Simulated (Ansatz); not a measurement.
# CdS (Greenockite): how the settings move a single-point run

Question: which choices in the input matter for CdS (Greenockite)?

Program: Ansatz 0.2.0. Level of theory: reference: DFT, PBEsol, all-electron LAPW, scalar-relativistic; levels and slopes on a fine mesh, independent-particle optical spectra. These are calculated values, not measurements.

### Step 1. The structure to begin with

It takes space group P6_3mc (No. 186, hexagonal). The conventional cell has a = 4.124 Å, b = 4.124 Å, c = 6.710 Å, α = 90.00°, β = 90.00°, γ = 120.00°. Cd (site symmetry 3m) has 4 S at 2.52 to 2.53 Å in its first shell of neighbours. Around S (site symmetry 3m) lie 4 Cd at 2.52 to 2.53 Å.

Structure file:

```xyz
4
Lattice="4.1239 0.0000 0.0000 -2.0619 3.5714 0.0000 0.0000 0.0000 6.7097" Properties=species:S:1:pos:R:3 pbc="T T T"
Cd    0.0000    2.3809   -0.0052
Cd    2.0619    1.1905    3.3496
S     0.0000    2.3809    2.5214
S     2.0619    1.1905    5.8762
```

### Step 2. The reference run

Contents of input.yaml:

```yaml
crystal:
  lattice:
    - [4.12385909109, 0.0, 0.0]
    - [-2.06192954555, 3.57136673451, 0.0]
    - [0.0, 0.0, 6.70970812336]
  atoms:
    - { symbol: Cd, position: [0.333333333333, 0.666666666667, -0.00077668998] }
    - { symbol: Cd, position: [0.666666666667, 0.333333333333, 0.49922331002] }
    - { symbol: S, position: [0.333333333333, 0.666666666667, 0.37577668998] }
    - { symbol: S, position: [0.666666666667, 0.333333333333, 0.87577668998] }
kpoints:
  mp_grid: { grid: [6, 6, 4] }
scf:
  occupations: { method: fixed }
hamiltonian:
  xc: pbesol
  pseudopotentials: { kind: all_electron, lapw: { basis_error: 0.001 } }
output:
  forces: true
  stress: true
  eigenvalues: true
  eigenstates:
    nscf_kmesh: { grid: [10, 10, 6] }
    de_dk: true
    e_range: [-9, 11.09287523145]
  optics:
    e_range: [0, 30]
    de: 0.2
    sigma: 0.2
    bands: { spectra_wanted_up_to: 30 }
    nscf_kmesh: { grid: [10, 10, 6] }
checkpoint:
  write: ck
  write_wavefunctions: false
```

Launch:

```
> ansatz run input.yaml --threads 2 --pin off --max-ram 6144MiB --backend cpu --events-out ev --progress --plain --runs-dir out
```

### Step 3. Changing settings: occupations.method cold, occupations.width 0.001, lower_state_search standard

input.yaml: that of step 2 with these lines changed.

```diff
@@ -13,3 +13,4 @@
 scf:
-  occupations: { method: fixed }
+  occupations: { method: cold, width: 0.001 }
+  lower_state_search: standard
 hamiltonian:
```

**Question.** What will these runs give? Wanted: for each run, ending; energy change; pressure; gap; force.

**Answer**, as computed:

| run | ending | energy change | pressure (GPa) | gap (eV) | force (eV/Å) | cycles | time |
| --- | --- | --- | --- | --- | --- | --- | --- |
| reference | converged | 0 | 0.0 | 1.09 | 0.00 | - | 2.5 min |
| 1: occupations.method cold, occupations.width 0.001, lower_state_search standard | converged | 0.0 meV/atom (σ→0) | 0.0 | 1.09 | 0.00 | 14 | 2.5 min |

Residual by cycle in the longest SCF loop of each run; runs are numbered as in the table. The quantity is the density residual dr2, in eV.

| cycle | reference | run 1 |
| --- | --- | --- |
| 1 | 2.57 | 2.57 |
| 2 | 0.395 | 0.395 |
| 3 | 0.109 | 0.109 |
| 5 | 4.9e-4 | 4.9e-4 |
| 6 | 7.8e-5 | 7.8e-5 |
| 7 | 5.5e-6 | 5.5e-6 |
| 8 | 6.2e-7 | 6.2e-7 |
| 9 | 1.5e-8 | 1.5e-8 |
| 10 | 2.3e-9 | 2.3e-9 |
| 12 | 5.2e-11 | 5.2e-11 |
| 13 | 1.2e-11 | 1.2e-11 |
| 14 | 1.1e-12 | 1.1e-12 |

What this shows: The changed input (smearing and search for lower states) leaves the energy the same to the digits printed.

The gaps are Kohn-Sham values of a semilocal functional, not quasiparticle or optical gaps. Such gaps usually fall short of the measured ones.
